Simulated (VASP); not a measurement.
# Nb5N4 in VASP: a series of runs

One slab, Nb5N4, is run at these levels: LDA; tasks: single point.

Program: VASP 6.6.1. These are calculated values, not measurements. Logs are shortened: lines on timing, memory, paths and dates and some standing lists are left out, and cuts for length are marked.

## (1) Starting point

The cell holds a slab with vacuum, 9 atoms: a = 2.940 Å, b = 2.940 Å, c = 15.160 Å, α = 90.00°, β = 90.00°, γ = 120.00°.

## (2) Single point, LDA

The input, INCAR:

```
ALGO = Normal
DIPOL = 0.5 0.5 0.500
EDIFF = 1E-7
ENCUT = 400
GGA = CA
IDIPOL = 3
ISIF = 2
ISMEAR = 1
LASPH = True
LCHARG = False
LDIPOL = True
LREAL = False
LVACPOTAV = True
LVHAR = True
LWAVE = False
NBANDS = 60
NELM = 120
PREC = Accurate
SIGMA = 0.1
```

The input, KPOINTS:

```
k-points
0
Gamma
  8 8 1
```

The input, POSCAR:

```
Nb5N4
1.0
    2.9399979705      0.0000000000      0.0000000000
   -1.4699989852      2.5461129295      0.0000000000
    0.0000000000      0.0000000000     15.1600000000
Nb N
5 4
Direct
    0.0000000000      0.0000000000      0.1319261214
    0.0000000000      0.0000000000      0.3159630607
    0.0000000000      0.0000000000      0.5000000000
    0.0000000000      0.0000000000      0.6840369393
    0.0000000000      0.0000000000      0.8680738786
    0.6666666667      0.3333333334      0.2239445910
    0.6666666667      0.3333333334      0.4079815303
    0.6666666667      0.3333333334      0.5920184697
    0.6666666667      0.3333333334      0.7760554090
```

Potentials or basis: VASP PAW LDA potentials, release 64 (Nb_sv, N).

Run with:

```
cat potpaw_LDA.64/Nb_sv/POTCAR potpaw_LDA.64/N/POTCAR > POTCAR
mpirun -np 1 vasp_std > vasp.out
```

OUTCAR:

```text
EDIFF = 1E-7
   ENCUT = 400
   GGA = CA
   ISIF = 2
   ISMEAR = 1
   LASPH = True
   LREAL = False
   NELM = 120
   PREC = Accurate

 Found     10 irreducible k-points:

 Following reciprocal coordinates:
            Coordinates               Weight
  0.000000  0.000000  0.000000      1.000000
  0.125000 -0.000000  0.000000      6.000000
  0.250000 -0.000000  0.000000      6.000000
  0.375000 -0.000000  0.000000      6.000000
  0.500000 -0.000000  0.000000      3.000000
  0.125000  0.125000  0.000000      6.000000
   k-points           NKPTS =     10   k-points in BZ     NKDIM =     10   number of bands    NBANDS=     60
   number of dos      NEDOS =    301   number of ions     NIONS =      9
   total plane-waves  NPLWV =  40000
   dimension x,y,z NGX =    20 NGY =   20 NGZ =  100
   dimension x,y,z NGXF=    40 NGYF=   40 NGZF=  200
   ions per type =               5   4
   NGX,Y,Z   is equivalent  to a cutoff of  11.31, 11.31, 10.97 a.u.
   NGXF,Y,Z  is equivalent  to a cutoff of  22.62, 22.62, 21.93 a.u.
 SYSTEM =  unknown system
   PREC   = accura    normal or accurate (medium, high low for compatibility)
   ISTART =      0    job   : 0-new  1-cont  2-samecut
   ICHARG =      2    charge: 1-file 2-atom 10-const
   ISPIN  =      1    spin polarized calculation?
   LNONCOLLINEAR =      F non collinear calculations
   LSORBIT =      F    spin-orbit coupling
   LASPH  =      T    aspherical Exc in radial PAW
   ENCUT  =  400.0 eV  29.40 Ry    5.42 a.u.   4.79  4.79 24.72*2*pi/ulx,y,z
   NELM   =    120;   NELMIN=  2; NELMDL= -5     # of ELM steps
   EDIFF  = 0.1E-06   stopping-criterion for ELM
   LREAL  =      F    real-space projection
   EDIFFG = 0.1E-05   stopping-criterion for IOM
   NSW    =      0    number of steps for IOM
   IBRION =     -1    ionic relax: 0-MD 1-quasi-New 2-CG
   NFREE  =      0    steps in history (QN), initial steepest desc. (CG)
   ISIF   =      2    stress and relaxation
   ISYM   =      2    0-nonsym 1-usesym 2-fastsym
   POTIM  = 0.5000    time-step for ionic-motion
   TEBEG  =    0.0;   TEEND  =   0.0 temperature during run
   PSTRESS=    0.0 pullay stress
   NELECT =      85.0000    total number of electrons
   NUPDOWN=      -1.0000    fix difference up-down
   EMIN   =  10.00;   EMAX   =-10.00  energy-range for DOS
   EFERMI =   0.00;   METHOD = LEGACY
   ISMEAR =     1;   SIGMA  =   0.10  broadening in eV -4-tet -1-fermi 0-gaus
   EFERMI_NEDOS =   21; number of points for ismear=-14 and -15
   IALGO  =     38    algorithm
   IMIX   =      4    mixing-type and parameters
     AMIX     =   0.40;   BMIX     =  1.00
     AMIX_MAG =   1.60;   BMIX_MAG =  1.00
  volume/ion in A,a.u.               =      12.61        85.09
  Fermi-wavevector in a.u.,A,eV,Ry     =   1.486756  2.809562 30.074928  2.210445
  Thomas-Fermi vector in A             =   2.600003
   LORBIT       =      0    0 simple, 1 ext, 2 COOP (PROOUT), +10 PAW based schemes
   GGA     = CA    functional components
   LHFCALC =     F    Hartree Fock is set to
   AEXX    =    0.0000 exact exchange contribution
   IVDW    =     0    specifies the selected vdW correction
   LEPSILON=     F    determine dielectric tensor
   LRPA    =     F    only Hartree local field effects (RPA)
 non-spin polarized calculation
 Methfessel and Paxton  Order N= 1 SIGMA  =   0.10
  energy-cutoff  :      400.00
  volume of cell :      113.48
 maximum number of plane-waves:      2096
 NGX is ok and might be reduce to    20
   NGX =  9   NGY =  9   NGZ = 49

 number of electron      84.9999994 magnetization

 dipolmoment           0.000000      0.000000      0.000000 electrons x Angstroem

 Free energy of the ion-electron system (eV)
  ---------------------------------------------------
  ext. energy  EPLUGINS =         0.00000000
  ---------------------------------------------------
  free energy    TOTEN  =      -101.30351121 eV

  energy without entropy =     -101.30427942  energy(sigma->0) =     -101.30376728

 E-fermi :  11.1292     XC(G=0): -12.7332

 val. band max:       11.1204661297   @ k =   0.3750   0.2500   0.0000
 cond. band min:      11.2392361447   @ k =   0.1250  -0.0000   0.0000
 fundamental gap:      0.1187700150
 Fermi energy:        11.1292125976

 k-point     1 :       0.0000    0.0000    0.0000
  band No.  band energies     occupation
      1     -44.1637      2.00000
      2     -44.1169      2.00000
      3     -44.0480      2.00000
      4     -43.8301      2.00000
      5     -43.8298      2.00000
      6     -21.2659      2.00000
[... 46 lines left out ...]
     53      13.2775      0.00000
     54      14.1901      0.00000

 k-point     2 :       0.1250   -0.0000    0.0000
  band No.  band energies     occupation
      1     -44.1385      2.00000
      2     -44.0923      2.00000
      3     -44.0240      2.00000
      4     -43.8071      2.00000
      5     -43.8068      2.00000
      6     -21.2155      2.00000
[... 46 lines left out ...]
     53      14.0187      0.00000
     54      14.1084      0.00000

 k-point     3 :       0.2500   -0.0000    0.0000
  band No.  band energies     occupation
      1     -44.0772      2.00000
      2     -44.0323      2.00000
      3     -43.9655      2.00000
      4     -43.7510      2.00000
      5     -43.7507      2.00000
      6     -21.0911      2.00000
[... 46 lines left out ...]
     53      13.9378      0.00000
     54      14.4364      0.00000

 k-point     4 :       0.3750   -0.0000    0.0000
  band No.  band energies     occupation
      1     -44.0151      2.00000
      2     -43.9715      2.00000
      3     -43.9063      2.00000
      4     -43.6942      2.00000
      5     -43.6939      2.00000
      6     -20.9627      2.00000
[... 46 lines left out ...]
     53      14.5653      0.00000
     54      14.8254      0.00000

 k-point     5 :       0.5000   -0.0000    0.0000
  band No.  band energies     occupation
      1     -43.9891      2.00000
      2     -43.9460      2.00000
      3     -43.8815      2.00000
      4     -43.6705      2.00000
      5     -43.6702      2.00000
      6     -21.0936      2.00000
[... 46 lines left out ...]
     53      15.4308      0.00000
     54      15.5302      0.00000

 k-point     6 :       0.1250    0.1250    0.0000
  band No.  band energies     occupation
      1     -44.0953      2.00000
      2     -44.0499      2.00000
      3     -43.9827      2.00000
      4     -43.7675      2.00000
      5     -43.7672      2.00000
      6     -21.1280      2.00000
[... 46 lines left out ...]
     53      13.9946      0.00000
     54      14.1508      0.00000

 [... further k-points ...]

 [bands above 54 left out]

------------------------ aborting loop because EDIFF is reached ----------------------------------------

  FORCE on cell =-STRESS in cart. coord.  units (eV):
  Direction    XX          YY          ZZ          XY          YZ          ZX
  --------------------------------------------------------------------------------------
  -------------------------------------------------------------------------------------
  Total       -7.3891884     -7.3891884      1.3859692     -0.0000000      0.0000000      0.0000000
  in kB     -104.3238067   -104.3238067     19.5677222     -0.0000000      0.0000000      0.0000000
  external PRESSURE =     -63.0266304 kB  Pullay stress =       0.0000000 kB

 VOLUME and BASIS-vectors are now :
 -----------------------------------------------------------------------------
  energy-cutoff  :      400.00
  volume of cell :      113.48
      direct lattice vectors                 reciprocal lattice vectors
     2.939997970  0.000000000  0.000000000     0.340136289  0.196377778  0.000000000
    -1.469998985  2.546112930  0.000000000     0.000000000  0.392755556  0.000000000
     0.000000000  0.000000000 15.160000000     0.000000000  0.000000000  0.065963061

 POSITION                                       TOTAL-FORCE (eV/Angst)
 -----------------------------------------------------------------------------------
      0.00000      0.00000      2.00000         0.000000     -0.000000     -1.185837
      0.00000      0.00000      4.79000         0.000000     -0.000000     -0.394463
      0.00000      0.00000      7.58000         0.000000     -0.000000      0.000000
      0.00000      0.00000     10.37000         0.000000     -0.000000      0.394463
      0.00000      0.00000     13.16000         0.000000     -0.000000      1.185837
      1.47000      0.84870      3.39500        -0.000000      0.000000      0.158744
      1.47000      0.84870      6.18500        -0.000000      0.000000      0.041652
      1.47000      0.84870      8.97500        -0.000000      0.000000     -0.041652
      1.47000      0.84870     11.76500        -0.000000      0.000000     -0.158744
 -----------------------------------------------------------------------------------
    total drift:                                0.000002     -0.000001      0.000000

  FREE ENERGIE OF THE ION-ELECTRON SYSTEM (eV)
  ---------------------------------------------------
  free  energy   TOTEN  =      -101.3035112082 eV

  energy  without entropy=     -101.3042794190  energy(sigma->0) =     -101.30376728
```

Wall time 42 s (1 thread of AMD EPYC 9R45 (Zen 5), shared host); peak memory 0.14 GiB.

These settings aren't checked as converged: the numbers below hold their error.

What came out:

* Free energy: -101.3035 eV
* Largest force: 1.186 eV/Å
* Band gap on the k mesh: none (metal or under the smearing width)

Caveat: the cutoff is under 1.25 times the usual one of these potentials, so pressure, stress and relaxed cells hold a basis-set (Pulay) error.

## (3) Single point, LDA

This run uses another cell than the first one, of 19.26 Å³/atom, 1.528 times its volume.

INCAR, as its differences from that of step 2:

```diff
@@ -3,3 +3,3 @@
 EDIFF = 1E-7
-ENCUT = 400
+ENCUT = 500
 GGA = CA
```

The input, KPOINTS:

```
k-points
0
Gamma
  5 5 1
```

The input, POSCAR:

```
Nb5N4
1.0
    2.9399979705      0.0000000000      0.0000000000
   -1.4699989852      2.5461129295      0.0000000000
    0.0000000000      0.0000000000     23.1600000000
Nb N
5 4
Direct
    0.0000000000      0.0000000000      0.2590673575
    0.0000000000      0.0000000000      0.3795336788
    0.0000000000      0.0000000000      0.5000000000
    0.0000000000      0.0000000000      0.6204663212
    0.0000000000      0.0000000000      0.7409326425
    0.6666666667      0.3333333334      0.3193005181
    0.6666666667      0.3333333334      0.4397668394
    0.6666666667      0.3333333334      0.5602331606
    0.6666666667      0.3333333334      0.6806994819
```

Potentials or basis: VASP PAW LDA potentials, release 64 (Nb_sv, N).

Run with:

```
cat potpaw_LDA.64/Nb_sv/POTCAR potpaw_LDA.64/N/POTCAR > POTCAR
mpirun -np 1 vasp_std > vasp.out
```

OUTCAR:

```text
EDIFF = 1E-7
   ENCUT = 500
   GGA = CA
   ISIF = 2
   ISMEAR = 1
   LASPH = True
   LREAL = False
   NELM = 120
   PREC = Accurate

 Found      5 irreducible k-points:

 Following reciprocal coordinates:
            Coordinates               Weight
  0.000000  0.000000  0.000000      1.000000
  0.200000 -0.000000  0.000000      6.000000
  0.400000  0.000000  0.000000      6.000000
  0.200000  0.200000  0.000000      6.000000
  0.400000  0.200000  0.000000      6.000000
   k-points           NKPTS =      5   k-points in BZ     NKDIM =      5   number of bands    NBANDS=     60
   number of dos      NEDOS =    301   number of ions     NIONS =      9
   total plane-waves  NPLWV = 103680
   dimension x,y,z NGX =    24 NGY =   24 NGZ =  180
   dimension x,y,z NGXF=    48 NGYF=   48 NGZF=  360
   ions per type =               5   4
   NGX,Y,Z   is equivalent  to a cutoff of  13.57, 13.57, 12.92 a.u.
   NGXF,Y,Z  is equivalent  to a cutoff of  27.14, 27.14, 25.84 a.u.
 SYSTEM =  unknown system
   PREC   = accura    normal or accurate (medium, high low for compatibility)
   ISTART =      0    job   : 0-new  1-cont  2-samecut
   ICHARG =      2    charge: 1-file 2-atom 10-const
   ISPIN  =      1    spin polarized calculation?
   LNONCOLLINEAR =      F non collinear calculations
   LSORBIT =      F    spin-orbit coupling
   LASPH  =      T    aspherical Exc in radial PAW
   ENCUT  =  500.0 eV  36.75 Ry    6.06 a.u.   5.36  5.36 42.23*2*pi/ulx,y,z
   NELM   =    120;   NELMIN=  2; NELMDL= -5     # of ELM steps
   EDIFF  = 0.1E-06   stopping-criterion for ELM
   LREAL  =      F    real-space projection
   EDIFFG = 0.1E-05   stopping-criterion for IOM
   NSW    =      0    number of steps for IOM
   IBRION =     -1    ionic relax: 0-MD 1-quasi-New 2-CG
   NFREE  =      0    steps in history (QN), initial steepest desc. (CG)
   ISIF   =      2    stress and relaxation
   ISYM   =      2    0-nonsym 1-usesym 2-fastsym
   POTIM  = 0.5000    time-step for ionic-motion
   TEBEG  =    0.0;   TEEND  =   0.0 temperature during run
   PSTRESS=    0.0 pullay stress
   NELECT =      85.0000    total number of electrons
   NUPDOWN=      -1.0000    fix difference up-down
   EMIN   =  10.00;   EMAX   =-10.00  energy-range for DOS
[... 19 lines left out ...]
  energy-cutoff  :      500.00
  volume of cell :      173.37
 maximum number of plane-waves:      4477
 NGX is ok and might be reduce to    24
   NGX = 11   NGY = 11   NGZ = 85

 number of electron      85.0000009 magnetization

 dipolmoment           0.000000      0.000000     -0.000000 electrons x Angstroem

 Free energy of the ion-electron system (eV)
  ---------------------------------------------------
  ext. energy  EPLUGINS =         0.00000000
  ---------------------------------------------------
  free energy    TOTEN  =      -100.68957490 eV

  energy without entropy =     -100.68731956  energy(sigma->0) =     -100.68882312

 E-fermi :   5.6395     XC(G=0):  -8.8599

 val. band max:        5.6125626988   @ k =   0.4000   0.2000   0.0000
 cond. band min:       5.7203331777   @ k =   0.4000   0.0000   0.0000
 fundamental gap:      0.1077704789
 Fermi energy:         5.6395110278

 k-point     1 :       0.0000    0.0000    0.0000
  band No.  band energies     occupation
      1     -49.6033      2.00000
      2     -49.5749      2.00000
      3     -49.4616      2.00000
      4     -49.2063      2.00000
      5     -49.2062      2.00000
      6     -26.6903      2.00000
[... 274 lines left out ...]
     53       9.6330      0.00000
     54       9.7219      0.00000
 [bands above 54 left out]

------------------------ aborting loop because EDIFF is reached ----------------------------------------

  FORCE on cell =-STRESS in cart. coord.  units (eV):
  Direction    XX          YY          ZZ          XY          YZ          ZX
  --------------------------------------------------------------------------------------
  -------------------------------------------------------------------------------------
  Total       -6.4389633     -6.4389633      5.6451387     -0.0000000      0.0000000      0.0000000
  in kB      -59.5063459    -59.5063459     52.1701339     -0.0000000      0.0000000      0.0000000
  external PRESSURE =     -22.2808526 kB  Pullay stress =       0.0000000 kB

 VOLUME and BASIS-vectors are now :
 -----------------------------------------------------------------------------
  energy-cutoff  :      500.00
  volume of cell :      173.37
      direct lattice vectors                 reciprocal lattice vectors
     2.939997970  0.000000000  0.000000000     0.340136289  0.196377778  0.000000000
    -1.469998985  2.546112930  0.000000000     0.000000000  0.392755556  0.000000000
     0.000000000  0.000000000 23.160000000     0.000000000  0.000000000  0.043177893

 POSITION                                       TOTAL-FORCE (eV/Angst)
 -----------------------------------------------------------------------------------
      0.00000      0.00000      6.00000         0.000000      0.000000     -0.454843
      0.00000      0.00000      8.79000         0.000000      0.000000     -0.506711
      0.00000      0.00000     11.58000         0.000000      0.000000      0.000000
      0.00000      0.00000     14.37000         0.000000      0.000000      0.506711
      0.00000      0.00000     17.16000         0.000000      0.000000      0.454843
      1.47000      0.84870      7.39500        -0.000000     -0.000000      0.239656
      1.47000      0.84870     10.18500         0.000000     -0.000000      0.032627
      1.47000      0.84870     12.97500         0.000000      0.000000     -0.032627
      1.47000      0.84870     15.76500        -0.000000     -0.000000     -0.239656
 -----------------------------------------------------------------------------------
    total drift:                                0.000000     -0.000000      0.000000

  FREE ENERGIE OF THE ION-ELECTRON SYSTEM (eV)
  ---------------------------------------------------
  free  energy   TOTEN  =      -100.6895748968 eV

  energy  without entropy=     -100.6873195587  energy(sigma->0) =     -100.68882312

 vacuum level on the upper side and lower side of the slab        10.435        10.435
```

stdout:

```text
POSCAR found type information on POSCAR NbN
 POSCAR found :  2 types and       9 ions
 scaLAPACK will be used
 LDA part: xc-table for (Slater(with rela. corr.)+CA(PZ))
 , standard interpolation
 POSCAR, INCAR and KPOINTS ok, starting setup
 FFT: planning ... GRIDC
 FFT: planning ... GRID_SOFT
 FFT: planning ... GRID
 WAVECAR not read
 entering main loop
 -----------------------------------------------------------------------------
|                                                                             |
|           W    W    AA    RRRRR   N    N  II  N    N   GGGG   !!!           |
|           W    W   A  A   R    R  NN   N  II  NN   N  G    G  !!!           |
|           W    W  A    A  R    R  N N  N  II  N N  N  G       !!!           |
|           W WW W  AAAAAA  RRRRR   N  N N  II  N  N N  G  GGG   !            |
|           WW  WW  A    A  R   R   N   NN  II  N   NN  G    G                |
|           W    W  A    A  R    R  N    N  II  N    N   GGGG   !!!           |
|                                                                             |
|     Did not find any points to average over, which means that no vacuum     |
|     field-free region was found. Please increase the size of  your cell     |
|     in the dimension of the dipole correction to obtain accurate            |
|     workfunction values.                                                    |
|                                                                             |
 -----------------------------------------------------------------------------
```

It took 75 s on 1 thread of AMD EPYC 9R45 (Zen 5), shared host; peak memory 0.22 GiB.

The run converged, but some of its settings lie outside the range that counts as converged, so its numbers aren't taken as properties of the slab.

Results:

* Free energy: -100.6896 eV
* Largest force: 0.507 eV/Å
* Band gap on the k mesh: none (metal or under the smearing width)
* Work function of the upper face: 4.80 eV
* Work function of the lower face: 4.80 eV

Caveat: the k mesh is coarse (spacing up to 0.49 Å⁻¹), so the values aren't converged.

[end of part 1 of 2]
